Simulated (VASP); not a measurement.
Set up this calculation in VASP 6.6.1, as the native input.

- Task: single point
- Functional: PBE
- Potentials or basis: VASP PAW PBE potentials, release 64 (Mo_sv, S)
- Cutoff: 520 eV
- k mesh: 8 × 8 × 2
- Occupations: fermi-dirac, width 0.05 eV
- Spin: no spin polarisation
- Further INCAR settings: ALGO = Fast; EDIFF = 1e-06

The structure of MoS2 lies in POSCAR:

```
MoS2
1.0
    3.1610000000      0.0000000000      0.0000000000
   -1.5805000000      2.7375063014      0.0000000000
    0.0000000000      0.0000000000     13.7704000000
Mo S
2 4
Direct
    0.3333333333      0.6666666667      0.2500000000
    0.6666666667      0.3333333333      0.7500000000
    0.6666666667      0.3333333333      0.3636495672
    0.6666666667      0.3333333333      0.1363504328
    0.3333333333      0.6666666667      0.8636495672
    0.3333333333      0.6666666667      0.6363504328
```

The cell was built by a generator and needn't be a form met in nature.

The input as run:

INCAR

```
PREC = Accurate ; ENCUT = 520
EDIFF = 1E-6 ; ISMEAR = -1
SIGMA = 0.05 ; LREAL = F
LASPH = T ; NELM = 60
ALGO = Fast ; ISIF = 2
LWAVE = F ; LCHARG = F
GGA = PE
```

KPOINTS

```
Automatic mesh
0
Gamma
  8 8 2
```

Potentials or basis: VASP PAW PBE potentials, release 64 (Mo_sv, S).

The run is started by

```sh
$ cat potpaw_PBE.64/Mo_sv/POTCAR potpaw_PBE.64/S/POTCAR > POTCAR
$ mpirun -np 1 vasp_std > vasp.out
```

It gave:

```yaml
Pressure: 1.7 GPa
Largest_force: 0.083 eV/Å
Band_gap_on_the_k_mesh: 1.52 eV, indirect (least direct gap 2.02 eV)
```

Caveat: this functional lacks dispersion, which binds the layers, so the pressure and a relaxed spacing across them are unreliable.

Wall time 36 s on 1 thread of Intel(R) Xeon(R) 6975P-C (Granite Rapids), with other jobs on the host, peak memory 0.26 GiB.
